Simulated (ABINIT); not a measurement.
# ZnSe (Stilleite) (F-43m) in ABINIT: equation of state

How stiff is ZnSe (Stilleite) in PBE, and what volume does it want? The cell is scaled to several volumes.

Program: ABINIT 10.8.3 (patched build). These are calculated values, not measurements. Logs are shortened: lines on timing, memory, paths and dates and some standing lists are left out, and cuts for length are marked. The log counts tension as positive stress, the text compression.

### 1 Starting point

The structure is cubic, space group F-43m (No. 216). The conventional cell has a = 5.668 Å, b = 5.668 Å, c = 5.668 Å, α = 90.00°, β = 90.00°, γ = 90.00°. Se (site symmetry -43m) is surrounded by 4 Zn at 2.45 Å. Around Zn (site symmetry -43m) lie 4 Se at 2.45 Å.

### 2 Equation of state, PBE

Input file run.abi:

```
# Datasets: one volume each
ndtset 7
getwfk -1
scalecart1 3*0.9795861087
scalecart2 3*0.9864848297
scalecart3 3*0.9932883884
scalecart4 3*1.0000000000
scalecart5 3*1.0066227096
scalecart6 3*1.0131594038
scalecart7 3*1.0196128224

# Pseudopotentials
pp_dirpath "./"
pseudos "Se.GGA_PBE-JTH.xml, Zn.GGA_PBE-JTH.xml"

# Structure
acell 7.5732633804 7.5732633804 7.5732633804
rprim
     0.0000000000     0.7071067812     0.7071067812
     0.7071067812     0.0000000000     0.7071067812
     0.7071067812     0.7071067812     0.0000000000
ntypat 2
znucl 34 30
natom 2
typat 1 2
xred
     0.7500000000     0.7500000000     0.7500000000
     0.0000000000     0.0000000000     0.0000000000

# Plane-wave basis
ecut 22.0
pawecutdg 44.0

# k points
kptopt 1
ngkpt 8 8 8
nshiftk 1
shiftk 0.0 0.0 0.0

# Exchange and correlation
ixc 11

# Bands and occupations
nband 13
occopt 3
tsmear 0.05 eV

# SCF cycle
nstep 100
tolvrs 1.0e-9

# Output
iomode 3
prtwf 1
prtden 0
prteig 0
prtebands 0
enunit 1
```

Potentials or basis: JTH PAW PBE v2.0.

Command:

```sh
$ abinit run.abi > log 2>&1
```

run.abo:

```text
.Version 10.8.3 of ABINIT
 DATASET    1 : space group F-4 3 m (#216); Bravais cF (face-center cubic)
================================================================================
 Values of the parameters that define the memory need for DATASET  1.
     intxc =       0    ionmov =       0      iscf =      17    lmnmax =      18
     lnmax =       6     mgfft =      32  mpssoang =       3    mqgrid =    3001
     natom =       2  nloc_mem =       2    nspden =       1   nspinor =       1
    nsppol =       1      nsym =      24    n1xccc =       1    ntypat =       2
    occopt =       3   xclevel =       2
       mpw =        1436          nfft =       32768          nkpt =          29
 PAW method is used; the additional fine FFT grid is defined by:
   mgfftf=        48    nfftf =    110592
================================================================================
================================================================================
[... 71 lines left out ...]
 DATASET    7 : space group F-4 3 m (#216); Bravais cF (face-center cubic)
================================================================================
 Values of the parameters that define the memory need for DATASET  7.
     intxc =       0    ionmov =       0      iscf =      17    lmnmax =      18
     lnmax =       6     mgfft =      36  mpssoang =       3    mqgrid =    3001
     natom =       2  nloc_mem =       2    nspden =       1   nspinor =       1
    nsppol =       1      nsym =      24    n1xccc =       1    ntypat =       2
    occopt =       3   xclevel =       2
       mpw =        1614          nfft =       46656          nkpt =          29
 PAW method is used; the additional fine FFT grid is defined by:
   mgfftf=        48    nfftf =    110592
================================================================================
================================================================================

--------------------------------------------------------------------------------
------------- Echo of variables that govern the present computation ------------
--------------------------------------------------------------------------------
 -outvars: echo values of preprocessed input variables --------
            acell      7.5732633804E+00  7.5732633804E+00  7.5732633804E+00 Bohr
              amu      7.89600000E+01  6.53900000E+01
             ecut      2.20000000E+01 Hartree
           enunit           1
           getwfk          -1
              ixc          11
           jdtset        1    2    3    4    5    6    7
         kptrlatt        8    0    0      0    8    0      0    0    8
          kptrlen1     5.93493088E+01
          kptrlen2     5.97672755E+01
          kptrlen3     6.01794766E+01
          kptrlen4     6.05861070E+01
          kptrlen5     6.09873512E+01
          kptrlen6     6.13833841E+01
          kptrlen7     6.17743716E+01
            natom           2
            nband          13
           ndtset           7
            ngfft1         32      32      32
            ngfft2         32      32      32
            ngfft3         32      32      32
            ngfft4         32      32      32
            ngfft5         36      36      36
            ngfft6         36      36      36
            ngfft7         36      36      36
          ngfftdg          48      48      48
             nkpt          29
            nstep         100
             nsym          24
           ntypat           2
           occopt           3
        pawecutdg      4.40000000E+01 Hartree
         pawxcdev           0
           prtden           0
        prtebands           0
           prteig           0
            rprim1     0.0000000000E+00  6.9267198023E-01  6.9267198023E-01
                       6.9267198023E-01  0.0000000000E+00  6.9267198023E-01
                       6.9267198023E-01  6.9267198023E-01  0.0000000000E+00
            rprim2     0.0000000000E+00  6.9755011263E-01  6.9755011263E-01
                       6.9755011263E-01  0.0000000000E+00  6.9755011263E-01
                       6.9755011263E-01  6.9755011263E-01  0.0000000000E+00
            rprim3     0.0000000000E+00  7.0236095512E-01  7.0236095512E-01
                       7.0236095512E-01  0.0000000000E+00  7.0236095512E-01
                       7.0236095512E-01  7.0236095512E-01  0.0000000000E+00
            rprim4     0.0000000000E+00  7.0710678120E-01  7.0710678120E-01
                       7.0710678120E-01  0.0000000000E+00  7.0710678120E-01
                       7.0710678120E-01  7.0710678120E-01  0.0000000000E+00
            rprim5     0.0000000000E+00  7.1178974407E-01  7.1178974407E-01
                       7.1178974407E-01  0.0000000000E+00  7.1178974407E-01
                       7.1178974407E-01  7.1178974407E-01  0.0000000000E+00
            rprim6     0.0000000000E+00  7.1641188486E-01  7.1641188486E-01
                       7.1641188486E-01  0.0000000000E+00  7.1641188486E-01
                       7.1641188486E-01  7.1641188486E-01  0.0000000000E+00
            rprim7     0.0000000000E+00  7.2097514092E-01  7.2097514092E-01
                       7.2097514092E-01  0.0000000000E+00  7.2097514092E-01
                       7.2097514092E-01  7.2097514092E-01  0.0000000000E+00
          spgroup         216
           tolvrs      1.00000000E-09
           tsmear      1.83746611E-03 Hartree
            typat      1  2
           useylm           1
           xangst1     4.1639266695E+00  4.1639266695E+00  4.1639266695E+00
                       0.0000000000E+00  0.0000000000E+00  0.0000000000E+00
           xangst2     4.1932510629E+00  4.1932510629E+00  4.1932510629E+00
                       0.0000000000E+00  0.0000000000E+00  0.0000000000E+00
           xangst3     4.2221709498E+00  4.2221709498E+00  4.2221709498E+00
                       0.0000000000E+00  0.0000000000E+00  0.0000000000E+00
           xangst4     4.2506999972E+00  4.2506999972E+00  4.2506999972E+00
                       0.0000000000E+00  0.0000000000E+00  0.0000000000E+00
           xangst5     4.2788511489E+00  4.2788511489E+00  4.2788511489E+00
                       0.0000000000E+00  0.0000000000E+00  0.0000000000E+00
           xangst6     4.3066366749E+00  4.3066366749E+00  4.3066366749E+00
                       0.0000000000E+00  0.0000000000E+00  0.0000000000E+00
           xangst7     4.3340682213E+00  4.3340682213E+00  4.3340682213E+00
                       0.0000000000E+00  0.0000000000E+00  0.0000000000E+00
            xcart1     7.8686810138E+00  7.8686810138E+00  7.8686810138E+00
                       0.0000000000E+00  0.0000000000E+00  0.0000000000E+00
            xcart2     7.9240960860E+00  7.9240960860E+00  7.9240960860E+00
                       0.0000000000E+00  0.0000000000E+00  0.0000000000E+00
            xcart3     7.9787467519E+00  7.9787467519E+00  7.9787467519E+00
                       0.0000000000E+00  0.0000000000E+00  0.0000000000E+00
            xcart4     8.0326588381E+00  8.0326588381E+00  8.0326588381E+00
                       0.0000000000E+00  0.0000000000E+00  0.0000000000E+00
            xcart5     8.0858568049E+00  8.0858568049E+00  8.0858568049E+00
                       0.0000000000E+00  0.0000000000E+00  0.0000000000E+00
            xcart6     8.1383638394E+00  8.1383638394E+00  8.1383638394E+00
                       0.0000000000E+00  0.0000000000E+00  0.0000000000E+00
            xcart7     8.1902019493E+00  8.1902019493E+00  8.1902019493E+00
                       0.0000000000E+00  0.0000000000E+00  0.0000000000E+00
             xred      7.5000000000E-01  7.5000000000E-01  7.5000000000E-01
                       0.0000000000E+00  0.0000000000E+00  0.0000000000E+00
            znucl       34.00000   30.00000

================================================================================

 chkinp: Checking input parameters for consistency, jdtset=   1.

 chkinp: Checking input parameters for consistency, jdtset=   2.
[... 40 lines left out ...]
 getcut: wavevector=  0.0000  0.0000  0.0000  ngfft=  48  48  48
         ecut(hartree)=     44.000   => boxcut(ratio)=   2.16683

--- Pseudopotential description ------------------------------------------------
- pspini: atom type   1  psp file is ./Se.GGA_PBE-JTH.xml
 Pseudopotential format is: paw10
 basis_size (lnmax)=  4 (lmn_size=  8), orbitals=   0   0   1   1
 Spheres core radius: rc_sph= 2.21132333
 Shapefunction is BESSEL type: shapef(r,l)=aa(1,l)*jl(q(1,l)*r)+aa(2,l)*jl(q(2,l)*r)
 Radius for shape functions =  2.00656599
 Compensation charge density is not taken into account in XC energy/potential

- pspini: atom type   2  psp file is ./Zn.GGA_PBE-JTH.xml
 Pseudopotential format is: paw10
 basis_size (lnmax)=  6 (lmn_size= 18), orbitals=   0   0   1   1   2   2
 Spheres core radius: rc_sph= 2.30769763
 Shapefunction is SIN type: shapef(r)=[sin(pi*r/rshp)/(pi*r/rshp)]**2
 Radius for shape functions =  1.80965103
 Compensation charge density is not taken into account in XC energy/potential

   7.09926356E+02                                ecore*ucvol(ha*bohr**3)
--------------------------------------------------------------------------------

[... 1330 lines left out ...]
-Cartesian components of stress tensor (GPa)         [Pressure= -1.4155E+00 GPa]
- sigma(1 1)=  1.41549603E+00  sigma(3 2)=  0.00000000E+00
- sigma(2 2)=  1.41549603E+00  sigma(3 1)=  0.00000000E+00
- sigma(3 3)=  1.41549603E+00  sigma(2 1)=  0.00000000E+00

== END DATASET(S) ==============================================================
================================================================================

 -outvars: echo values of variables after computation  --------
            acell      7.5732633804E+00  7.5732633804E+00  7.5732633804E+00 Bohr
           etotal1    -7.3939130451E+01
           etotal2    -7.3940376348E+01
           etotal3    -7.3941276583E+01
           etotal4    -7.3941869002E+01
           etotal5    -7.3942177744E+01
           etotal6    -7.3942235147E+01
           etotal7    -7.3942069888E+01
            fcart1     9.6243127366E-30 -4.8121563683E-30 -3.2081042455E-30
                      -9.6243127366E-30  4.8121563683E-30  3.2081042455E-30
            fcart2     1.9512223949E-29  3.5838778682E-30 -2.0308641253E-29
                      -1.9512223949E-29 -3.5838778682E-30  2.0308641253E-29
            fcart3     1.5819244395E-30  1.5819244395E-30 -4.7457733185E-30
                      -1.5819244395E-30 -1.5819244395E-30  4.7457733185E-30
            fcart4    -1.0999150240E-29 -4.7139215313E-30  1.7284378948E-29
                       1.0999150240E-29  4.7139215313E-30 -1.7284378948E-29
            fcart5     1.2292633478E-29 -3.3170598274E-30 -1.1902391145E-29
                      -1.2292633478E-29  3.3170598274E-30  1.1902391145E-29
[... 38 lines left out ...]
                       0.0000000000E+00  0.0000000000E+00  0.0000000000E+00
           xangst1     4.1639266695E+00  4.1639266695E+00  4.1639266695E+00
                       0.0000000000E+00  0.0000000000E+00  0.0000000000E+00
           xangst2     4.1932510629E+00  4.1932510629E+00  4.1932510629E+00
                       0.0000000000E+00  0.0000000000E+00  0.0000000000E+00
           xangst3     4.2221709498E+00  4.2221709498E+00  4.2221709498E+00
                       0.0000000000E+00  0.0000000000E+00  0.0000000000E+00
           xangst4     4.2506999972E+00  4.2506999972E+00  4.2506999972E+00
                       0.0000000000E+00  0.0000000000E+00  0.0000000000E+00
           xangst5     4.2788511489E+00  4.2788511489E+00  4.2788511489E+00
                       0.0000000000E+00  0.0000000000E+00  0.0000000000E+00
           xangst6     4.3066366749E+00  4.3066366749E+00  4.3066366749E+00
                       0.0000000000E+00  0.0000000000E+00  0.0000000000E+00
           xangst7     4.3340682213E+00  4.3340682213E+00  4.3340682213E+00
                       0.0000000000E+00  0.0000000000E+00  0.0000000000E+00
             xred      7.5000000000E-01  7.5000000000E-01  7.5000000000E-01
                       0.0000000000E+00  0.0000000000E+00  0.0000000000E+00
 Calculation completed.
```

Run time: 6.2 min. Hardware: 1 thread of Arm Neoverse N1, shared host; peak memory 0.16 GiB.

Results:

* Equilibrium volume: 23.55 Å³/atom
* Bulk modulus: 58 GPa
* Pressure derivative of the bulk modulus: 4.4

Energy against volume, from the lowest point:
```
volume (Å³/atom)  energy (meV/atom)
          21.391              42.24
          21.846              25.29
          22.301              13.04
          22.757               4.98
          23.212               0.78
          23.667               0.00
          24.122               2.25
```

Caveat: pressures at fixed basis lie under the slope of the energies.
